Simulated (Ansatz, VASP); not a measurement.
One calculation of CoO, two programs

```xyz
2
Lattice="1.6336 0.9432 2.6168 -1.6336 0.9432 2.6168 0.0000 -1.8864 2.6168" Properties=species:S:1:pos:R:3 pbc="T T T"
Co    0.0000    0.0000    7.8424
O     0.0000    0.0000    5.8958
```

Measurements of this composition are mostly on another form, of space group No. 225.

Alike in both runs: task single point; functional PBEsol; k mesh 10 × 10 × 10; occupations fermi-dirac, width 0.05 eV; collinear spin.

|  | VASP | Ansatz |
| --- | --- | --- |
| version | VASP 6.6.1 | Ansatz 0.2.0 |
| potentials or method | VASP PAW PBE potentials, release 64 (Co, O) | Ansatz PAW |
| plane-wave cutoff (eV) | 520 | 420 |
| valence electrons in the cell | 15 | 23 |

```tsv
	VASP	Ansatz	Ansatz less VASP
gap on the k mesh at the Fermi level (eV)	none	none	-
pressure (GPa)	-13.9	-13.7	+0.18
largest component of the traceless stress (GPa)	2.65	2.65	-0.003
rms of the force components (eV/Å)	0.097	0.096	-0.0007
net moment per atom (μB)	1.46	1.47	+0.007
size of the moment on the site where the two differ most (μB)	2.50	2.35	-0.154
```

Site moments also hang on the region over which each program counts them. Atom by atom the forces differ by 0.001 eV/Å (rms over components). A gap of «none» marks a metal or a gap that the smearing closes. The two sets of potentials don't hold the same shells in valence.

Caveats: a cell with one magnetic atom can't hold antiferromagnetic order, which such compounds often take; semilocal functionals often make such compounds metallic where correlation or magnetic order opens a gap, which also shifts bond lengths; the PAW data sets were made with another functional, which shifts forces and pressure a little (VASP); the pressure holds a Pulay correction of +0.7 GPa for the finite cutoff (Ansatz); the PAW data sets come from PBE, with cores solved anew for the run's functional, which leaves a small shift of forces and pressure (Ansatz).
